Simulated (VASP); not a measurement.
HfO2, 6 atoms in the cell. It takes space group P4_2/nmc (No. 137, tetragonal). The conventional cell has a = 3.558 Å, b = 3.558 Å, c = 5.172 Å, α = 90.00°, β = 90.00°, γ = 90.00°. Around Hf (site symmetry -4m2) lie 4 O at 2.05 Å. O (site symmetry 2mm) has 2 Hf at 2.05 Å as nearest neighbours. Measurements of this composition are mostly on another form, of space group No. 14.

* Program: VASP 6.6.1
* Task: single point
* Functional: PBE
* Potentials or basis: VASP PAW PBE potentials, release 64 (Hf_pv, O)
* Cutoff: 520 eV
* k mesh: 8 × 8 × 5
* Occupations: fermi-dirac, width 0.05 eV
* Spin: no spin polarisation
* Further INCAR settings: ALGO = Normal; EDIFF = 1e-07; NBANDS = 31

Potentials or basis: VASP PAW PBE potentials, release 64 (Hf_pv, O).

Command:

```sh
$ cat potpaw_PBE.64/Hf_pv/POTCAR potpaw_PBE.64/O/POTCAR > POTCAR
$ mpirun -np 1 vasp_std > vasp.out
```

Hardware: 1 thread of Intel(R) Xeon(R) Platinum 8488C (Sapphire Rapids) (shared host).

Q: Estimate the wall time of this run.

A: Wall time 78 s on 1 thread of Intel(R) Xeon(R) Platinum 8488C (Sapphire Rapids), on a shared host, peak memory 0.22 GiB. Counts: scf iterations 16, k points 45.
